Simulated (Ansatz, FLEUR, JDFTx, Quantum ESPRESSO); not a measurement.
## KCl: 4 runs at one level of theory

```
K Cl
1.0
     0.00000    3.14647    3.14647
     3.14647    0.00000    3.14647
     3.14647    3.14647    0.00000
K Cl
1 1
Direct
  0.00000 0.00000 0.00000
  0.50000 0.50000 0.50000
```

Alike in all runs: task equation of state; functional PBEsol; k mesh 7 × 7 × 7; occupations fermi-dirac, width 0.05 eV; no spin polarisation; no spin-orbit coupling.

```tsv
program and potentials	plane-wave cutoff (eV)	notes	equilibrium volume (Å³/atom)	bulk modulus (GPa)
Quantum ESPRESSO, PseudoDojo 0.4.1 SR PBEsol standard	1007	-	?	?
FLEUR, all-electron, FLAPW	-	-	30.43	18.5
Ansatz, all-electron LAPW, scalar-relativistic	-	-	30.42	18.4
JDFTx, PseudoDojo-SR-PBEsol-0.4.1-standard	1007	-	30.40	18.5
```

Problem. Estimate from the other rows what the run with Quantum ESPRESSO, PseudoDojo 0.4.1 SR PBEsol standard gave.

Solution. Equilibrium volume 30.41 Å³/atom; bulk modulus 18.5 GPa. The other rows, which needn't bracket it: equilibrium volume 30.40 to 30.43; bulk modulus 18.4 to 18.5.
